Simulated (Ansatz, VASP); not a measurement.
Two plane-wave programs on Mo

File INCAR:

```
  AGGAC = 1.0
  AGGAX = 1.0
  ALDAC = 0.0
  ALDAX = 1.0
  ALGO = Normal
  EDIFF = 1E-7
  ENCUT = 520
  GGA = B5
  ISIF = 2
  ISMEAR = -1
  LASPH = True
  LCHARG = False
  LREAL = False
  LWAVE = False
  NBANDS = 13
  NELM = 80
  PREC = Accurate
  SIGMA = 0.1
```

File KPOINTS:

```
k-points
0
Gamma
  15 15 15
```

File POSCAR:

```
Mo
1.0
    0.0000000000      1.9719731568      1.9719731568
    1.9719731568      0.0000000000      1.9719731568
    1.9719731568      1.9719731568      0.0000000000
Mo
1
Direct
    0.0000000000      0.0000000000      0.0000000000
```

Input for Ansatz:

```yaml
crystal:
  lattice:
    - [0.0, 1.9719731568, 1.9719731568]
    - [1.9719731568, 0.0, 1.9719731568]
    - [1.9719731568, 1.9719731568, 0.0]
  atoms:
    - { symbol: Mo, position: [0.0, 0.0, 0.0] }
hamiltonian:
  xc: blyp
  pseudopotentials:
    kind: paw
    azcp:
      Mo: "pseudopotentials/Mo.paw.azcp"
basis:
  ecutwfc: 420
  fft_grid_basis: typed
kpoints:
  mp_grid: { grid: [15, 15, 15], shift: [0, 0, 0] }
magnetization:
  spin_polarized: false
scf:
  occupations: { method: fermi_dirac, width: 0.1 }
  lower_state_search: "off"
output:
  stress: true
```

Alike in both runs: task single point; functional BLYP; k mesh 15 × 15 × 15; occupations fermi-dirac, width 0.1 eV; no spin polarisation.

```csv
,VASP,Ansatz
version,VASP 6.6.1,Ansatz 0.2.0
potentials or method,"VASP PAW PBE potentials, release 64 (Mo_sv)","plane waves (420 eV) with PAW, scalar-relativistic"
plane-wave cutoff (eV),520,420
valence electrons in the cell,14,14
```

```csv
,VASP,Ansatz,Ansatz less VASP
pressure (GPa),22.7,21.7,-1.00
```

The functional is the same, so the differences come from potentials, cutoffs and numerics.

Caveats: so large a pressure means that the cell lies far from this level's equilibrium, or that cutoff or potentials fall short (VASP); the potentials were made for another functional, which shifts forces and pressure (VASP).
